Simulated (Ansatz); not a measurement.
# TaC (Fm-3m): from the first guess to the electronic structure

What volume does TaC (Fm-3m) take, and is it a metal or an insulator at this level? The pressure is brought towards zero step by step, and the electronic structure follows.

The COD entry's cell or inner coordinates are ideal or old and differ from later refinements, so a difference from it is no clean test against experiment.

Method: DFT r²SCAN, scalar-relativistic, plane waves, PAW (the target; the first runs use scalar-relativistic PBE), in Ansatz 0.2.0.

## (1) The system as given

The structure is cubic, space group Fm-3m (No. 225). Conventional cell: a = 4.446 Å, b = 4.446 Å, c = 4.446 Å, α = 90.00°, β = 90.00°, γ = 90.00°. Ta (site symmetry m-3m) has 6 C at 2.22 Å as nearest neighbours. C (site symmetry m-3m) is surrounded by 6 Ta at 2.22 Å.

Coordinates:

```cif
data_structure
_symmetry_space_group_name_H-M 'P 1'
_symmetry_Int_Tables_number 1
_cell_length_a 3.1438
_cell_length_b 3.1438
_cell_length_c 3.1438
_cell_angle_alpha 60.000
_cell_angle_beta 60.000
_cell_angle_gamma 60.000
_cell_volume 21.97
loop_
_atom_site_label
_atom_site_type_symbol
_atom_site_fract_x
_atom_site_fract_y
_atom_site_fract_z
_atom_site_occupancy
Ta1 Ta 0.00000 0.00000 0.00000 1
C1 C 0.50000 0.50000 0.50000 1
```

## (2) The first run (PBE, 8×8×8 mesh)

File input.yaml:

```yaml
crystal:
  lattice:
    - [0.0, 2.223, 2.223]
    - [2.223, 0.0, 2.223]
    - [2.223, 2.223, 0.0]
  atoms:
    - { symbol: Ta, position: [0.0, 0.0, 0.0] }
    - { symbol: C, position: [0.5, 0.5, 0.5] }
basis:
  ecutwfc: 420
  ecutrho_ratio: 4
kpoints:
  mp_grid: { grid: [8, 8, 8] }
hamiltonian:
  xc: pbe
scf:
  occupations: { method: gaussian, width: 0.05 }
output:
  forces: true
  stress: true
  eigenvalues: true
```

Launch:

```bash
ansatz run input.yaml --threads 1 --pin off --max-ram 2560MiB --backend cpu --events-out ev --progress --plain --runs-dir out
```

Standard output, shortened:

```text
Warning: RAYON_NUM_THREADS=1 ignored (pool sized by the plan → 1); use --threads N
[...]
Pseudopotentials: kind: paw
Pseudopotential: Ta, paw, valence charge 13, recommended cutoff 420 eV (normal), Ta.paw.azcp
Pseudopotential: C, paw, valence charge 4, recommended cutoff 420 eV (normal), C.paw.azcp
Functional definition: PBE
[...]
Crystal: 2 atoms, lattice volume = 21.971 Å³
Basis set: ecut = 420 eV, 411 PW (Γ), exchange–correlation on 48×48×48 points (8 copies of the dense FFT grid, shifted against one another)
Bands: 13, of which v1, the nominal top of the filled ones, is band 9 counted from 1 (8 counted from 0)
Symmetry: 48 space group operations
Space group: Fm-3m (ITA 225), of the structure as read, at distance tolerance 2.8e-5 Å
k-points: 29 of 512
[...]
SCF iter   1: F=—  HF=-10184.372087 eV  |F-HF|=—  |Δ(HF+E_count)|=         —  Δρ=2.11e-3  dr2=8.70e-4  ethr=1.77e-3  ⟨swp⟩=5.8  Hψ=2002  notcnv=0
[...]
SCF iter   6: F=-10184.372153 eV  HF=-10184.372153 eV  |F-HF|=3.64e-12  |Δ(HF+E_count)|=   1.82e-9  Δρ=2.42e-7  dr2=6.13e-12  ethr=1.12e-11  ⟨swp⟩=2.8  Hψ=1203  notcnv=0
[...]
SCF converged after 6 iterations
Free energy (F): -10184.372153 eV
[...]
E sigma→0 (E₀):  -10184.371043 eV
Entropy (-TS):   -0.002219 eV (-1.110 meV/atom)
Fermi energy:    20.395957 eV
[...]
--- Forces (eV/Å), atoms counted from 1 ---
  atom   1  Ta    -0.00000000     0.00000000     0.00000000
  atom   2  C      0.00000000    -0.00000000     0.00000000
[...]
--- Stress (GPa, compression-positive) ---
        6.770351      -0.000000       0.000000
       -0.000000       6.770351      -0.000000
        0.000000      -0.000000       6.770351
  P = ⅓ Tr σ = 6.7704 GPa (67.704 kbar)
--- Band table (eV; the first three rows and the last of 29) ---
  k-point 0: bands = ["-48.5815", "-14.8498", "-14.8498", "-14.8498", "5.3173", "18.8138", "18.8138", "18.8138", "19.6658", "19.6658", "19.6658", "20.8263", "20.8263"]
[...]
```

Run time: 1.6 s. Hardware: 1 thread of Intel Xeon at 2.70GHz, shared host; peak memory 0.29 GiB.

In short: volume 10.985 Å³/atom, pressure 6.77 GPa, no gap.

## (3) Stepping to 11.481 Å³/atom (PBE, 8×8×8 mesh)

Changes to input.yaml since step 2:

```diff
@@ -2,5 +2,5 @@
   lattice:
-    - [0.0, 2.223, 2.223]
-    - [2.223, 0.0, 2.223]
-    - [2.223, 2.223, 0.0]
+    - [0.0, 2.255954589, 2.255954589]
+    - [2.255954589, 0.0, 2.255954589]
+    - [2.255954589, 2.255954589, 0.0]
   atoms:
```

Launch:

```bash
ansatz run input.yaml --threads 1 --pin off --max-ram 2560MiB --backend cpu --events-out ev --progress --plain --runs-dir out
```

Standard output, shortened:

```text
Warning: RAYON_NUM_THREADS=1 ignored (pool sized by the plan → 1); use --threads N
[...]
[... 4 set-up lines as earlier in the session ...]
[...]
Crystal: 2 atoms, lattice volume = 22.963 Å³
Basis set: ecut = 420 eV, 459 PW (Γ), exchange–correlation on 48×48×48 points (8 copies of the dense FFT grid, shifted against one another)
Bands: 13, of which v1, the nominal top of the filled ones, is band 9 counted from 1 (8 counted from 0)
[... 2 set-up lines as earlier in the session ...]
k-points: 29 of 512
[...]
SCF iter   1: F=—  HF=-10184.368822 eV  |F-HF|=—  |Δ(HF+E_count)|=         —  Δρ=2.53e-3  dr2=1.70e-3  ethr=1.77e-3  ⟨swp⟩=5.9  Hψ=1998  notcnv=0
[...]
SCF iter   6: F=-10184.368439 eV  HF=-10184.368439 eV  |F-HF|=1.82e-12  |Δ(HF+E_count)|=   2.39e-9  Δρ=6.13e-7  dr2=3.23e-11  ethr=8.57e-12  ⟨swp⟩=2.5  Hψ=1216  notcnv=0
[...]
SCF converged after 6 iterations
Free energy (F): -10184.368439 eV
[...]
E sigma→0 (E₀):  -10184.367334 eV
Entropy (-TS):   -0.002209 eV (-1.104 meV/atom)
Fermi energy:    19.434281 eV
[...]
--- Forces (eV/Å), atoms counted from 1 ---
  atom   1  Ta    -0.00000000     0.00000000    -0.00000000
  atom   2  C      0.00000000    -0.00000000    -0.00000000
[...]
--- Stress (GPa, compression-positive) ---
       -7.436712       0.000000       0.000000
        0.000000      -7.436712      -0.000000
        0.000000       0.000000      -7.436712
  P = ⅓ Tr σ = -7.4367 GPa (-74.367 kbar)
--- Band table (eV; the first three rows and the last of 29) ---
  k-point 0: bands = ["-49.6494", "-15.9217", "-15.9217", "-15.9217", "4.6804", "17.9476", "17.9476", "17.9476", "18.7478", "18.7478", "18.7478", "19.8314", "19.8314"]
[...]
```

Run time: 1.6 s. Hardware: 1 thread of Intel Xeon at 2.70GHz, shared host; peak memory 0.29 GiB.

In short: volume 11.481 Å³/atom, pressure -7.44 GPa, a metal on this mesh.

## (4) Volume 11.207 Å³/atom (PBE, 8×8×8 mesh)

Changes to input.yaml since step 3:

```diff
@@ -2,5 +2,5 @@
   lattice:
-    - [0.0, 2.255954589, 2.255954589]
-    - [2.255954589, 0.0, 2.255954589]
-    - [2.255954589, 2.255954589, 0.0]
+    - [0.0, 2.2378317201, 2.2378317201]
+    - [2.2378317201, 0.0, 2.2378317201]
+    - [2.2378317201, 2.2378317201, 0.0]
   atoms:
```

Launch:

```bash
ansatz run input.yaml --threads 1 --pin off --max-ram 2560MiB --backend cpu --events-out ev --progress --plain --runs-dir out
```

Standard output, shortened:

```text
Warning: RAYON_NUM_THREADS=1 ignored (pool sized by the plan → 1); use --threads N
[...]
[... 4 set-up lines as earlier in the session ...]
[...]
Crystal: 2 atoms, lattice volume = 22.414 Å³
Basis set: ecut = 420 eV, 411 PW (Γ), exchange–correlation on 48×48×48 points (8 copies of the dense FFT grid, shifted against one another)
Bands: 13, of which v1, the nominal top of the filled ones, is band 9 counted from 1 (8 counted from 0)
[... 2 set-up lines as earlier in the session ...]
k-points: 29 of 512
[...]
SCF iter   1: F=—  HF=-10184.381586 eV  |F-HF|=—  |Δ(HF+E_count)|=         —  Δρ=2.25e-3  dr2=1.15e-3  ethr=1.77e-3  ⟨swp⟩=5.9  Hψ=2006  notcnv=0
[...]
SCF iter   6: F=-10184.381382 eV  HF=-10184.381382 eV  |F-HF|=0.00e0  |Δ(HF+E_count)|=   2.22e-9  Δρ=2.76e-7  dr2=5.00e-12  ethr=1.07e-11  ⟨swp⟩=2.6  Hψ=1176  notcnv=0
[...]
SCF converged after 6 iterations
Free energy (F): -10184.381382 eV
[...]
E sigma→0 (E₀):  -10184.380276 eV
Entropy (-TS):   -0.002212 eV (-1.106 meV/atom)
Fermi energy:    19.957299 eV
[...]
--- Forces (eV/Å), atoms counted from 1 ---
  atom   1  Ta    -0.00000000     0.00000000    -0.00000000
  atom   2  C      0.00000000    -0.00000000    -0.00000000
[...]
--- Stress (GPa, compression-positive) ---
        0.021492       0.000000       0.000000
        0.000000       0.021492      -0.000000
        0.000000      -0.000000       0.021492
  P = ⅓ Tr σ = 0.0215 GPa (0.215 kbar)
--- Band table (eV; the first three rows and the last of 29) ---
  k-point 0: bands = ["-49.0680", "-15.3385", "-15.3385", "-15.3385", "5.0254", "18.4193", "18.4193", "18.4193", "19.2480", "19.2480", "19.2480", "20.3727", "20.3727"]
[...]
```

It took 2.2 s on 1 thread of Intel Xeon at 2.70GHz, shared host; peak memory 0.29 GiB.

This gives: volume 11.207 Å³/atom, pressure 0.02 GPa, no gap.

## (5) First run at r²SCAN

Changes to input.yaml since step 4:

```diff
@@ -9,8 +9,8 @@
 basis:
-  ecutwfc: 420
+  ecutwfc: 500
   ecutrho_ratio: 4
 kpoints:
-  mp_grid: { grid: [8, 8, 8] }
+  mp_grid: { grid: [18, 18, 18] }
 hamiltonian:
-  xc: pbe
+  xc: r2scan
 scf:
```

Launch:

```bash
ansatz run input.yaml --threads 1 --pin off --max-ram 2560MiB --backend cpu --events-out ev --progress --plain --runs-dir out
```

Standard output, shortened:

```text
Warning: RAYON_NUM_THREADS=1 ignored (pool sized by the plan → 1); use --threads N
[...]
[... 1 set-up line as earlier in the session ...]
Pseudopotential: Ta, paw, valence charge 13, recommended cutoff 500 eV (meta_gga), Ta.paw.azcp
Pseudopotential: C, paw, valence charge 4, recommended cutoff 500 eV (meta_gga), C.paw.azcp
Functional definition: r2SCAN
[...]
Crystal: 2 atoms, lattice volume = 22.414 Å³
Basis set: ecut = 500 eV, 537 PW (Γ), exchange–correlation on 96×96×96 points (64 copies of the dense FFT grid, shifted against one another)
Bands: 13, of which v1, the nominal top of the filled ones, is band 9 counted from 1 (8 counted from 0)
[... 2 set-up lines as earlier in the session ...]
k-points: 195 of 5832
[...]
SCF iter   1: F=—  HF=-10197.312234 eV  |F-HF|=—  |Δ(HF+E_count)|=         —  Δρ=6.98e-3  dr2=5.37e-3  dr2_τ=1.51e-1  ethr=1.77e-3  ⟨swp⟩=5.9  Hψ=14562  notcnv=0
[...]
SCF iter   8: F=-10197.358588 eV  HF=-10197.358588 eV  |F-HF|=2.60e-8  |Δ(HF+E_count)|=   5.85e-8  Δρ=1.50e-5  dr2=6.21e-8  dr2_τ=1.94e-9  ethr=5.88e-10  ⟨swp⟩=5.0  Hψ=11130  notcnv=0
[...]
SCF converged after 8 iterations
Free energy (F): -10197.358588 eV
[...]
E sigma→0 (E₀):  -10197.357869 eV
Entropy (-TS):   -0.001438 eV (-0.719 meV/atom)
Fermi energy:    19.774309 eV
[...]
--- Forces (eV/Å), atoms counted from 1 ---
  atom   1  Ta    -0.00000000     0.00000000    -0.00000000
  atom   2  C      0.00000000    -0.00000000    -0.00000000
[...]
--- Stress (GPa, compression-positive) ---
       -3.000781      -0.000000       0.000000
        0.000000      -3.000781       0.000000
        0.000000      -0.000000      -3.000781
  P = ⅓ Tr σ = -3.0008 GPa (-30.008 kbar)
--- Band table (eV; the first three rows and the last of 195) ---
  k-point 0: bands = ["-51.0281", "-16.6280", "-16.6280", "-16.6280", "4.1767", "18.4602", "18.4602", "18.4602", "19.1731", "19.1731", "19.1731", "20.4066", "20.4066"]
[...]
```

Wall time 12 s (1 thread of Intel Xeon at 2.70GHz, shared host); peak memory 0.43 GiB.

Read off: volume 11.207 Å³/atom, pressure -3.00 GPa, metallic.

## (6) Next volume: 10.983 Å³/atom

Changes to input.yaml since step 5:

```diff
@@ -2,5 +2,5 @@
   lattice:
-    - [0.0, 2.2378317201, 2.2378317201]
-    - [2.2378317201, 0.0, 2.2378317201]
-    - [2.2378317201, 2.2378317201, 0.0]
+    - [0.0, 2.2228083283, 2.2228083283]
+    - [2.2228083283, 0.0, 2.2228083283]
+    - [2.2228083283, 2.2228083283, 0.0]
   atoms:
```

Launch:

```bash
ansatz run input.yaml --threads 1 --pin off --max-ram 2560MiB --backend cpu --events-out ev --progress --plain --runs-dir out
```

Standard output, shortened:

```text
Warning: RAYON_NUM_THREADS=1 ignored (pool sized by the plan → 1); use --threads N
[...]
[... 4 set-up lines as earlier in the session ...]
[...]
Crystal: 2 atoms, lattice volume = 21.965 Å³
Basis set: ecut = 500 eV, 537 PW (Γ), exchange–correlation on 96×96×96 points (64 copies of the dense FFT grid, shifted against one another)
Bands: 13, of which v1, the nominal top of the filled ones, is band 9 counted from 1 (8 counted from 0)
[... 2 set-up lines as earlier in the session ...]
k-points: 195 of 5832
[...]
SCF iter   1: F=—  HF=-10197.308425 eV  |F-HF|=—  |Δ(HF+E_count)|=         —  Δρ=6.91e-3  dr2=4.67e-3  dr2_τ=1.59e-1  ethr=1.77e-3  ⟨swp⟩=5.9  Hψ=14512  notcnv=0
[...]
SCF iter   7: F=-10197.357521 eV  HF=-10197.357521 eV  |F-HF|=1.11e-8  |Δ(HF+E_count)|=   3.40e-8  Δρ=1.25e-5  dr2=3.83e-8  dr2_τ=2.64e-9  ethr=5.88e-10  ⟨swp⟩=7.3  Hψ=12022  notcnv=0
[...]
SCF converged after 7 iterations
Free energy (F): -10197.357521 eV
[...]
E sigma→0 (E₀):  -10197.356819 eV
Entropy (-TS):   -0.001403 eV (-0.702 meV/atom)
Fermi energy:    20.208135 eV
[...]
--- Forces (eV/Å), atoms counted from 1 ---
  atom   1  Ta    -0.00000000     0.00000000     0.00000000
  atom   2  C      0.00000000    -0.00000000     0.00000000
[...]
--- Stress (GPa, compression-positive) ---
        3.884422      -0.000000      -0.000000
        0.000000       3.884422       0.000000
       -0.000000       0.000000       3.884422
  P = ⅓ Tr σ = 3.8844 GPa (38.844 kbar)
--- Band table (eV; the first three rows and the last of 195) ---
  k-point 0: bands = ["-50.5339", "-16.1312", "-16.1312", "-16.1312", "4.4681", "18.8585", "18.8585", "18.8585", "19.5948", "19.5948", "19.5948", "20.8660", "20.8660"]
[...]
```

Run time: 9.6 s. Hardware: 1 thread of Intel Xeon at 2.70GHz, shared host; peak memory 0.43 GiB.

Result: volume 10.983 Å³/atom, pressure 3.88 GPa, metallic.

## (7) Volume 11.106 Å³/atom

Changes to input.yaml since step 6:

```diff
@@ -2,5 +2,5 @@
   lattice:
-    - [0.0, 2.2228083283, 2.2228083283]
-    - [2.2228083283, 0.0, 2.2228083283]
-    - [2.2228083283, 2.2228083283, 0.0]
+    - [0.0, 2.2311030041, 2.2311030041]
+    - [2.2311030041, 0.0, 2.2311030041]
+    - [2.2311030041, 2.2311030041, 0.0]
   atoms:
```

Launch:

```bash
ansatz run input.yaml --threads 1 --pin off --max-ram 2560MiB --backend cpu --events-out ev --progress --plain --runs-dir out
```

Standard output, shortened:

```text
Warning: RAYON_NUM_THREADS=1 ignored (pool sized by the plan → 1); use --threads N
[...]
[... 4 set-up lines as earlier in the session ...]
[...]
Crystal: 2 atoms, lattice volume = 22.212 Å³
Basis set: ecut = 500 eV, 537 PW (Γ), exchange–correlation on 96×96×96 points (64 copies of the dense FFT grid, shifted against one another)
Bands: 13, of which v1, the nominal top of the filled ones, is band 9 counted from 1 (8 counted from 0)
[... 2 set-up lines as earlier in the session ...]
k-points: 195 of 5832
[...]
SCF iter   1: F=—  HF=-10197.312908 eV  |F-HF|=—  |Δ(HF+E_count)|=         —  Δρ=6.95e-3  dr2=5.04e-3  dr2_τ=1.54e-1  ethr=1.77e-3  ⟨swp⟩=5.9  Hψ=14486  notcnv=0
[...]
SCF iter   8: F=-10197.360489 eV  HF=-10197.360489 eV  |F-HF|=2.20e-8  |Δ(HF+E_count)|=   1.30e-8  Δρ=1.47e-5  dr2=5.77e-8  dr2_τ=2.16e-9  ethr=5.88e-10  ⟨swp⟩=5.0  Hψ=10152  notcnv=0
[...]
SCF converged after 8 iterations
Free energy (F): -10197.360489 eV
[...]
E sigma→0 (E₀):  -10197.359777 eV
Entropy (-TS):   -0.001423 eV (-0.711 meV/atom)
Fermi energy:    19.967441 eV
[...]
--- Forces (eV/Å), atoms counted from 1 ---
  atom   1  Ta    -0.00000000     0.00000000     0.00000000
  atom   2  C      0.00000000     0.00000000     0.00000000
[...]
--- Stress (GPa, compression-positive) ---
        0.005955      -0.000000       0.000000
        0.000000       0.005955      -0.000000
        0.000000       0.000000       0.005955
  P = ⅓ Tr σ = 0.0060 GPa (0.060 kbar)
--- Band table (eV; the first three rows and the last of 195) ---
  k-point 0: bands = ["-50.8080", "-16.4068", "-16.4068", "-16.4068", "4.3061", "18.6376", "18.6376", "18.6376", "19.3608", "19.3608", "19.3608", "20.6111", "20.6111"]
[...]
```

Run time: 11 s. Hardware: 1 thread of Intel Xeon at 2.70GHz, shared host; peak memory 0.44 GiB.

This gives: volume 11.106 Å³/atom, pressure 0.01 GPa, metallic.

## (8) The volume search in one table

```tsv
step	level	mesh	relaxed	volume (Å³/atom)	pressure (GPa)
2	PBE	8×8×8	nothing	10.985	6.77
3	PBE	8×8×8	nothing	11.481	-7.44
4	PBE	8×8×8	nothing	11.207	0.02
5	r²SCAN	18×18×18	nothing	11.207	-3.00
6	r²SCAN	18×18×18	nothing	10.983	3.88
7	r²SCAN	18×18×18	nothing	11.106	0.01
```

The cell before and after:

| cell as typed | before | after | change |
| --- | --- | --- | --- |
| a (Å) | 3.144 | 3.155 | +0.4 % |
| b (Å) | 3.144 | 3.155 | +0.4 % |
| c (Å) | 3.144 | 3.155 | +0.4 % |
| volume (Å³/atom) | 10.985 | 11.106 | +1.1 % |
| shortest distance (Å) | 2.223 | 2.231 | +0.4 % |
| space group | Fm-3m | Fm-3m | same |

## (9) A single point with the electronic structure

Changes to input.yaml since step 7:

```diff
@@ -13,2 +13,7 @@
   mp_grid: { grid: [18, 18, 18] }
+  band_path:
+    path:
+      - [[0.0, 0.0, 0.0], [0.5, 0.0, 0.5], [0.625, 0.25, 0.625]]
+      - [[0.375, 0.375, 0.75], [0.0, 0.0, 0.0], [0.5, 0.5, 0.5], [0.5, 0.25, 0.75], [0.5, 0.0, 0.5]]
+    npoints: 14
 hamiltonian:
@@ -17,2 +22,3 @@
   occupations: { method: gaussian, width: 0.05 }
+  n_extra_bands: 11
 output:
@@ -21 +27,4 @@
   eigenvalues: true
+  populations: true
+  dos: { projected: true, de: 0.02, nscf_kmesh: { grid: [27, 27, 27] } }
+  bader: true
```

Launch:

```bash
ansatz run input.yaml --threads 1 --pin off --max-ram 2560MiB --backend cpu --events-out ev --progress --plain --runs-dir out
```

Standard output, shortened:

```text
Warning: RAYON_NUM_THREADS=1 ignored (pool sized by the plan → 1); use --threads N
scf.n_extra_bands = 11 over 9 filled bands (N_el = 17.0): the run solves 20 bands
[...]
[... 4 set-up lines as earlier in the session ...]
[...]
Crystal: 2 atoms, lattice volume = 22.212 Å³
Basis set: ecut = 500 eV, 537 PW (Γ), exchange–correlation on 96×96×96 points (64 copies of the dense FFT grid, shifted against one another)
Bands: 20, of which v1, the nominal top of the filled ones, is band 9 counted from 1 (8 counted from 0)
[... 2 set-up lines as earlier in the session ...]
k-points: 195 of 5832
[...]
Fermi energy:    19.967461 eV
[...]
--- Forces (eV/Å), atoms counted from 1 ---
  atom   1  Ta    -0.00000000     0.00000000    -0.00000000
  atom   2  C      0.00000000    -0.00000000     0.00000000
[...]
--- Stress (GPa, compression-positive) ---
        0.005946      -0.000000      -0.000000
        0.000000       0.005946      -0.000000
        0.000000      -0.000000       0.005946
  P = ⅓ Tr σ = 0.0059 GPa (0.059 kbar)
--- Band table (eV; the first three rows and the last of 195) ---
  k-point 0: bands = ["-50.8080", "-16.4068", "-16.4068", "-16.4068", "4.3061", "18.6376", "18.6376", "18.6376", "19.3608", "19.3608", "19.3608", "20.6111", "20.6111", "26.9376", "30.4688", "44.2826", "44.2826", "44.2826", "47.2663", "47.2663"]
[...]
--- Löwdin populations: 2 sites ---
  site symbol       q [e]
     0     Ta     12.0971
     1      C      4.8447
  spilling = 0.003426 (of n_electrons = 17.000000)
--- Bader charges: 2 sites ---
  site symbol  charge [e]  shift [e]
     0     Ta      2.0067     0.0034
     1      C     -2.0067     0.0034
  estimated error of the sums over rays = 7.7e-4 e
```

Run time: 60 s. Hardware: 1 thread of Intel Xeon at 2.70GHz, shared host; peak memory 0.5 GiB.

Result: volume 11.106 Å³/atom, pressure 0.01 GPa, metallic.

Band energies at the corners of the path (eV from the Fermi level), the three nearest on each side:

```tsv
point	filled	empty
Γ	-0.61 -0.61 -0.61	0.64 0.64 6.97
X	-4.60 -1.98 -1.98	2.63 4.21 4.21
U	-5.21 -4.11 -0.59	3.27 4.14 6.42
K	-5.21 -4.11 -0.59	3.27 4.14 6.42
L	-9.07 -5.79 -5.79	2.83 2.83 3.90
W	-5.58 -5.27 -5.27	1.69 1.69 4.22
```

Bands that cross the Fermi level on the path (counted from 0), with the number of crossings: 8: 4, 9: 3, 10: 3.

States per cell in windows of 1 eV (zero at the Fermi level), total and by projection:

```tsv
from	to	total	Ta 5d	C 2p
-7	-6	0.73	0.25	0.38
-6	-5	2.07	0.87	1.08
-5	-4	1.58	0.80	0.74
-4	-3	0.58	0.26	0.30
-3	-2	0.29	0.11	0.17
-2	-1	0.39	0.21	0.17
-1	0	0.54	0.37	0.14
0	1	0.68	0.50	0.14
1	2	0.92	0.71	0.16
2	3	1.40	1.14	0.19
3	4	1.69	1.28	0.30
4	5	1.22	0.93	0.20
5	6	0.58	0.30	0.14
```

Below -7 eV the file holds 0.8 more states, down to its end at -10 eV.

The projection uses the shells of the potentials' files: it has no valence p orbitals on Ta, so such weight is missing from the shares.

## (10) Outcome

| quantity | value |
| --- | --- |
| space group | Fm-3m (No. 225) |
| conventional cell | a = 4.462 Å, b = 4.462 Å, c = 4.462 Å, α = 90.00°, β = 90.00°, γ = 90.00° |
| volume | 11.106 Å³/atom |
| pressure | 0.01 GPa |
| gap | none (metal) |
| states at the Fermi level | 0.60 per eV per cell |
| Bader charges | Ta +2.01; C -2.01 e |

Over the 6 runs shown the cell moved from 10.99 to 11.11 Å³/atom, a change of +1.1 %, where the pressure is zero within 0.01 GPa. r²SCAN puts the volume about 1 % below the PBE estimate, which also had a coarser mesh. Bands cross the Fermi level, so it is a metal at this level; the largest share of the states at the Fermi level is Ta 5d (73 % of the projected weight, then C 2p with 24 %). The Bader partition leaves Ta most positive, at +2.01 e. Spin–orbit coupling is left out, though the cell holds Ta; in elements this heavy it can shift levels and gaps by tenths of an eV.
